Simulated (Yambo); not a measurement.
# GaN (P6_3mc) in Yambo: a series of runs

Runs on GaN. Level: PBE. Tasks: G0W0 quasiparticle levels, optical spectrum, optical spectrum by the Bethe-Salpeter equation.

Everything below comes from runs of Yambo 5.3.0. Logs are shortened: lines on timing, memory, paths and dates and some standing lists are left out, and cuts for length are marked.

### Step 1. Starting point

It takes space group P6_3mc (No. 186, hexagonal). The conventional cell has a = 3.180 Å, b = 3.180 Å, c = 5.166 Å, α = 90.00°, β = 90.00°, γ = 120.00°. Ga (site symmetry 3m) has 4 N at 1.94 to 1.95 Å as nearest neighbours. N (site symmetry 3m) has 4 Ga at 1.94 to 1.95 Å as nearest neighbours.

### Step 2. G0W0 quasiparticle levels, PBE

File g0w00.in:

```
gw0
dyson
el_el_corr
rim_cut
HF_and_locXC
ppa
em1d
RandQpts= 1000000
RandGvec= 50 RL
EXXRLvcs= 84 Ry
VXCRLvcs= 84 Ry
Chimod= "HARTREE"
% BndsRnXp
 1 | 98 |
%
NGsBlkXp= 12 Ry
% LongDrXp
 1 | 1 | 1 |
%
PPAPntXp= 27.21138 eV
% GbndRnge
 1 | 98 |
%
GTermKind= "BG"
DysSolver= "n"
ExtendOut
% QPkrange
 1 | 1 | 17 | 20 |
%
```

File scf.in:

```
&CONTROL
  calculation = 'scf'
  prefix = 'pwscf'
  outdir = './tmp'
  pseudo_dir = './pseudo'
/
&SYSTEM
  ibrav = 0
  nat = 4
  ntyp = 2
  ecutwfc = 84
  nbnd = 26
  occupations = 'smearing'
  smearing = 'fd'
  degauss = 0.00367493
  force_symmorphic = .true.
/
&ELECTRONS
  conv_thr = 8d-10
  electron_maxstep = 120
  mixing_beta = 0.5
/
ATOMIC_SPECIES
Ga    69.7230 Ga.upf
N     14.0070 N.upf
CELL_PARAMETERS angstrom
   3.1800000000    0.0000000000    0.0000000000
  -1.5900000000    2.7539607840    0.0000000000
   0.0000000000    0.0000000000    5.1660000000
ATOMIC_POSITIONS crystal
Ga     0.6666666667    0.3333333333    0.5000000000
Ga     0.3333333333    0.6666666667    0.0000000000
N      0.6666666667    0.3333333333    0.8750000000
N      0.3333333333    0.6666666667    0.3750000000
K_POINTS automatic
12 12 6 0 0 0
```

File nscf.in:

```
&CONTROL
  calculation = 'nscf'
  prefix = 'pwscf'
  outdir = './tmp'
  pseudo_dir = './pseudo'
/
&SYSTEM
  ibrav = 0
  nat = 4
  ntyp = 2
  ecutwfc = 84
  nbnd = 98
  occupations = 'fixed'
  force_symmorphic = .true.
/
&ELECTRONS
  conv_thr = 1d-08
  diago_full_acc = .true.
  diago_thr_init = 1d-06
/
ATOMIC_SPECIES
Ga    69.7230 Ga.upf
N     14.0070 N.upf
CELL_PARAMETERS angstrom
   3.1800000000    0.0000000000    0.0000000000
  -1.5900000000    2.7539607840    0.0000000000
   0.0000000000    0.0000000000    5.1660000000
ATOMIC_POSITIONS crystal
Ga     0.6666666667    0.3333333333    0.5000000000
Ga     0.3333333333    0.6666666667    0.0000000000
N      0.6666666667    0.3333333333    0.8750000000
N      0.3333333333    0.6666666667    0.3750000000
K_POINTS automatic
3 3 2 0 0 0
```

Potentials or basis: PseudoDojo 0.4.1 SR PBE standard.

Started as:

```console
> OMP_NUM_THREADS=1 pw.x -in scf.in > scf.out
> OMP_NUM_THREADS=1 pw.x -in nscf.in > nscf.out
> cd tmp/pwscf.save; p2y; mv SAVE ../..; cd ../..
> OMP_NUM_THREADS=1 yambo
> OMP_NUM_THREADS=1 yambo -F g0w00.in -J g0w00 -C g0w00_out
```

Yambo's report:

```text
[... sections 02.01 to 02.04 as in the set-up run ...]

  [02.05] Energies & Occupations
  ==============================

  [X] === General ===
  [X] Electronic Temperature                        :  0.000000  0.000000 [eV K]
  [X] Bosonic    Temperature                        :  0.000000  0.000000 [eV K]
  [X] Finite Temperature mode                       : no
  [X] El. density                                   :  0.79573E+24 [cm-3]
  [X] Fermi Level                                   :  10.80262 [eV]

  [X] === Gaps and Widths ===
  [X] Conduction Band Min                           :  2.006943 [eV]
  [X] Valence Band Max                              :  0.000000 [eV]
  [X] Filled Bands                                  :  18
  [X] Empty Bands                                   :   19   98
  [X] Direct Gap                                    :  2.006943 [eV]
  [X] Direct Gap localized at k                     :  1
  [X] Indirect Gap                                  :  2.006943 [eV]
  [X] Indirect Gap between kpts                     :  1  1
  [X] Last valence band width                       :  2.708371 [eV]
  [X] 1st conduction band width                     :  4.521092 [eV]

 [03] Transferred momenta grid and indexing
 ==========================================

 IBZ Q-points                                      :   6
 BZ  Q-points                                      :  18

 K/Q-points units:
 rlu = crystal or reduced units; cc = cartesian coordinates; iku = interal k-units

 Q [1]          [rlu]:  0.000000  0.000000  0.000000
 Q [2]          [rlu]:  0.000000  0.000000 -0.500000
 Q [3]          [rlu]: -0.12609E-16  0.33333       0.0000
 Q [4]          [rlu]: -0.12609E-16  0.33333     -0.50000
 Q [5]          [rlu]:  0.333333  0.333333  0.000000
 Q [6]          [rlu]:  0.333333  0.333333 -0.500000

 [04] Coloumb potential Random Integration (RIM)
 ===============================================

  [04.01] RIM initialization
  ==========================

  * Diagonal components only detected *

  8 x (sBL volume)        :  0.361095 [a.u.]
  sBZ random points       :  1000000
  Points outside the sBZ  :   7994252
  RL volume               :  0.812463 [a.u.]
  Integrated volume       :  0.813047 [a.u.]

  [04.02] RIM integrals
  =====================

  Gamma point sphere radius             :  0.129169 [a.u.]
  Points outside the sphere             :   799512
  [Int_sBZ(q=0) 1/q^2]*(Vol_sBZ)^(-1/3) =:  7.693166
                                 should be <:  7.795600
  [WR./g0w00//ndb.RIM]------------------------------------------------------------
   Brillouin Zone Q/K grids (IBZ/BZ)                :   6  18   6  18
   Coulomb cutoff potential                         : none
   Coulombian RL components                         :   55
   Coulombian diagonal components                   : yes
   RIM random points                                :  1000000
   RIM  RL volume             [a.u.]                :  0.813047
   Real RL volume             [a.u.]                :  0.812463
   Eps^-1 reference component                       : 0
   Eps^-1 components                                :  0.000000  0.000000  0.000000
   RIM anysotropy factor                            :  0.000000

  Summary of Coulomb integrals for non-metallic bands |Q|[au] RIM/Bare

  Q [1] 0.100000E-4 0.986860 * Q [2] 0.321808 0.993863
  Q [3] 0.402441 1.085291 * Q [4] 0.515285 1.046764
  Q [5] 0.697048 1.029523 * Q [6] 0.767747 1.022667

 [05] Dipoles
 ============

  [05.01] Setup: observables and procedures
  =========================================

  [WARNING] [x,Vnl] slows the Dipoles computation. To neglect it rename the ns.kb_pp file
  [WF-Oscillators/G space/Transverse up loader] Normalization (few states)  min/max  :  0.93434E-17   1.0000

  [WR./g0w00//ndb.dipoles]--------------------------------------------------------
   Brillouin Zone Q/K grids (IBZ/BZ)                :   6  18   6  18
   RL vectors                                       :   5011 [WF]
   Fragmentation                                    : yes
   Electronic Temperature                           :  0.000000 [K]
   Bosonic    Temperature                           :  0.000000 [K]
   DIP band range                                   :    1   98
   DIP band range limits                            :  18  19
   DIP e/h energy range                             : -1.000000 -1.000000 [eV]
   RL vectors in the sum                            :   5011
   [r,Vnl] included                                 : yes
   Bands ordered                                    : yes
   Direct v evaluation                              : no
   Approach used                                    : G-space v
   Dipoles computed                                 : R V P [G-space]
   Wavefunctions                                    : Perdew, Burke & Ernzerhof(X)+Perdew, Burke & Ernzerhof(C)

 [06] Dynamic Dielectric Matrix (PPA)
 ====================================

 [WR./g0w00//ndb.pp]-------------------------------------------------------------
  Brillouin Zone Q/K grids (IBZ/BZ)                :   6  18   6  18
  RL vectors                                       :   5011 [WF]
  Coulomb cutoff potential                         : none
  Fragmentation                                    : yes
  Electronic Temperature                           :  0.000000 [K]
  Bosonic    Temperature                           :  0.000000 [K]
  PPA    diel. fun.  energies                      : Perdew, Burke & Ernzerhof(X)+Perdew, Burke & Ernzerhof(C)
  wavefunctions                                    : Perdew, Burke & Ernzerhof(X)+Perdew, Burke & Ernzerhof(C)
  Global Gauge                                     : length
  X matrix size                                    :  245
  X band range                                     :    1   98
  X e/h energy range                               : -1.000000 -1.000000 [eV]
  X Time ordering                                  : R
  X Hxc Kernel                                     : HARTREE
  X Drude frequency                                :  0.000000  0.000000
  X poles                                          :  100.0000 [o/o]
  RL vectors in the sum                            :   5011
  [r,Vnl] included                                 : yes
  Field direction                                  :  0.577350E-5  0.577350E-5  0.577350E-5
  BZ energy Double Grid                            : no
  BZ energy DbGd points                            : 0
  BZ Q point size factor                           : -1.000000
  X Optical Averaged directions                    : none
 [X-CG] R(p) Tot o/o(of R):   3604  25920    100
 [WR./g0w00//ndb.pp_fragment_1]--------------------------------------------------
  PPA Im  energy                                   :  27.21138 eV
 [X-CG] R(p) Tot o/o(of R):   3038  25920    100
 [WR./g0w00//ndb.pp_fragment_2]--------------------------------------------------
  PPA Im  energy                                   :  27.21138 eV
 [X-CG] R(p) Tot o/o(of R):   6741  25920    100
 [X-CG] R(p) Tot o/o(of R):   5692  25920    100
 [X-CG] R(p) Tot o/o(of R):   4543  25920    100
 [X-CG] R(p) Tot o/o(of R):   3992  25920    100

 [07] Local Exchange-Correlation + Non-Local Fock
 ================================================

 [VXC] Plane waves :   4019
 [EXS] Plane waves :   4019

 QP @ state[ 1 ] K range:  1  1
 QP @ state[ 1 ] b range:  17  20

 [xc] Functional : Perdew, Burke & Ernzerhof(X)+Perdew, Burke & Ernzerhof(C)
 [xc] LIBXC used to calculate xc functional
  PP Number of Atomic Species                      :  2
  NLCC RL compoments                               :   31863
  PP Number of Atomic Species                      :  2
  NLCC RL compoments                               :   31863
 [WR./g0w00//ndb.HF_and_locXC]---------------------------------------------------
  Brillouin Zone Q/K grids (IBZ/BZ)                :   6  18   6  18
  RL vectors                                       :   5011 [WF]
  Fragmentation                                    : no
  Electronic Temperature                           :  0.000000 [K]
  Bosonic    Temperature                           :  0.000000 [K]
  Green`s function   wavefunctions                 : Perdew, Burke & Ernzerhof(X)+Perdew, Burke & Ernzerhof(C)
  Total number of QP states                        :   4
  Exchange RL vectors                              :   4019
  Exchange summation bands                         :  18
  RIM RL components                                :   55
  RIM random points                                :  1000000

 [xc] E_xc :  -23.55548 [Ha]
      E_xc :  -47.11096 [Ry]

  Local XC kind (lXC) : Perdew, Burke & Ernzerhof(X)+Perdew, Burke & Ernzerhof(C)
  Non-Local XC kind (nlXC) : Hartree-Fock

  Corrections @ K [1] :  [eV]
 <17|nlXC|17> = -21.57270 -0.15315E-16 <17|lXC|17> = -18.40548  0.000000
 <18|nlXC|18> = -21.57272 -0.36382E-17 <18|lXC|18> = -18.40548  0.000000
 <19|nlXC|19> = -9.580112  0.36006E-17 <19|lXC|19> = -13.99011  0.000000
 <20|nlXC|20> = -8.409560 -0.42684E-18 <20|lXC|20> = -13.30901  0.000000

 [08] Dyson equation: Newton solver
 ==================================

 [WARNING] Response block size in GW reduced to 245     RL (6229    mHa)

  [08.01] G0W0 (W PPA)
  ====================

  [  GW  ] Bands range     :    1   98
  [GW/PPA] G damping       :  0.100000 [eV]

  QP @ state[ 1 ] K range:  1  1
  QP @ state[ 1 ] b range:  17  20

   Current Q-pt index             :  1
   :: PP condition fails/total    :  0.310204
   :: Time ordering fails/rest    :  0.500640
   :: Mean rel dev of PP cond     :  0.310205
   Current Q-pt index             :  2
   :: PP condition fails/total    :  0.307105
   :: Time ordering fails/rest    :  0.499627
   :: Mean rel dev of PP cond     :  0.307108
   Current Q-pt index             :  3
   :: PP condition fails/total    :  0.298642
   :: Time ordering fails/rest    :  0.499846
   :: Mean rel dev of PP cond     :  0.298645
   Current Q-pt index             :   4
   :: PP condition fails/total    :  0.293844
   :: Time ordering fails/rest    :  0.500295
   :: Mean rel dev of PP cond     :  0.293847
   Current Q-pt index             :   5
   :: PP condition fails/total    :  0.293278
   :: Time ordering fails/rest    :  0.499729
   :: Mean rel dev of PP cond     :  0.293282
   Current Q-pt index             :   6
   :: PP condition fails/total    :  0.281016
   :: Time ordering fails/rest    :  0.500220
   :: Mean rel dev of PP cond     :  0.281018

  [08.02] QP properties and I/O
  =============================

  Legend (energies in eV)
  - B  : Band       - Eo  : bare energy
  - E  : QP energy  - Z   : Renormalization factor
  - So : Sc(Eo)     - S   : Sc(E)
  - dSp: Sc derivative precision

  - lXC: Local XC (Perdew, Burke & Ernzerhof(X)+Perdew, Burke & Ernzerhof(C))
  -nlXC: non-Local XC (Hartree-Fock)

  QP [eV] @ K [1] (iku):  0.000000  0.000000  0.000000
   B=17 Eo= -0.00 E= -0.13 E-Eo= -0.13 Re(Z)=0.79 Im(Z)=-0.112140E-2 nlXC= -21.5727 lXC= -18.4055 So=  2.99817
   B=18 Eo=  0.00 E= -0.13 E-Eo= -0.13 Re(Z)=0.79 Im(Z)=-0.112106E-2 nlXC= -21.5727 lXC= -18.4055 So=  3.00486
   B=19 Eo=  2.01 E=  2.36 E-Eo=  0.35 Re(Z)=0.81 Im(Z)=-0.101165E-2 nlXC= -9.58011 lXC= -13.9901 So= -3.97803
   B=20 Eo=  4.34 E=  4.64 E-Eo=  0.30 Re(Z)=0.82 Im(Z)=-0.745537E-3 nlXC= -8.40956 lXC= -13.3090 So= -4.53034

  [WR./g0w00//ndb.QP]-------------------------------------------------------------
   Lattice constants                                :  6.009329  5.204232  9.762325
   Coulomb cutoff potential                         : none
   Electronic Temperature                           :  0.000000 [K]
   Bosonic    Temperature                           :  0.000000 [K]
   Green`s function   energies                      : Perdew, Burke & Ernzerhof(X)+Perdew, Burke & Ernzerhof(C)
   wavefunctions                                    : Perdew, Burke & Ernzerhof(X)+Perdew, Burke & Ernzerhof(C)
   PPA    diel. fun.  energies                      : Perdew, Burke & Ernzerhof(X)+Perdew, Burke & Ernzerhof(C)
   wavefunctions                                    : Perdew, Burke & Ernzerhof(X)+Perdew, Burke & Ernzerhof(C)
   QP tot states                                    :   4
   GW solver                                        : Newton
   GW approximation                                 : PPA
   PPA imaginary Energy                             :  27.21138 ev
   RIM G`s                                          :   55
   RIM random pts                                   :  1000000
   dS/dw steps                                      :  2
   dS/dw step                                       :  0.100000 ev
   X G`s                                            :  245 used
   X G`s                                            :  245 disk
   X bands                                          :    1   98
   X poles                                          :  100.0000 o/o
   X e/h E range                                    : -1.000000 -1.000000 ev
   X Hxc Kernel                                     : HARTREE
   X BZ energy Double Grid                          : no
   X Optical Averaged directions                    : none
   Sc/G bands                                       :    1   98
   Sc/G damping                                     :  0.100000 ev
   Sc bands terminator                              : yes
   Sc terminator kind                               : BG
   Sc Terminator pole                               :  40.81708
   Sx RL components                                 :   4019

   QP @ state[ 1 ] K range                          :  1  1
   QP @ state[ 1 ] b range                          :  17  20
   GF energies kind                                 : Perdew, Burke & Ernzerhof(X)+Perdew, Burke & Ernzerhof(C)
   GF WF`s kind                                     : Perdew, Burke & Ernzerhof(X)+Perdew, Burke & Ernzerhof(C)
   Xs energies kind                                 : Perdew, Burke & Ernzerhof(X)+Perdew, Burke & Ernzerhof(C)
   Xs WF`s kind                                     : Perdew, Burke & Ernzerhof(X)+Perdew, Burke & Ernzerhof(C)
```

It took 8.3 min on 1 thread of Intel Xeon at 2.50GHz (Skylake/Cascade Lake), shared host; peak memory 0.36 GiB.

What came out:

```
Band gap on the k mesh, mean-field level          : 2.01 eV, direct
Quasiparticle gap                                 : 2.49 eV
Least direct quasiparticle gap                    : 2.49 eV
Quasiparticle gap at Γ                            : 2.49 eV
Band gap of the same states before the correction : 2.01 eV
```

Quasiparticle terms (eV):
```tsv
k point	band	Kohn-Sham level	Vxc	Σx	Σc	Z	result
(0.000, 0.000, 0.000)	17	0.00	-18.41	-21.57	3.00	0.79	-0.13
(0.000, 0.000, 0.000)	18	0.00	-18.41	-21.57	3.00	0.79	-0.13
(0.000, 0.000, 0.000)	19	2.01	-13.99	-9.58	-3.98	0.81	2.36
(0.000, 0.000, 0.000)	20	4.34	-13.31	-8.41	-4.53	0.82	4.64
```

Caveat: the k mesh is coarse (spacing up to 0.76 Å⁻¹), so the values aren't converged; the potentials hold a filled d shell without the s and p states of that shell, which can shift GW gaps by tenths of an eV, either way; the screening block or the number of bands is too small for a converged GW gap; this version prints the column dSc/dw multiplied by 27.2; the terminator is approximate in this version, by hundredths of an eV; an odd mesh through Γ misses points on the zone boundary, where band edges often lie.

(Continued in part 2 of 3.)
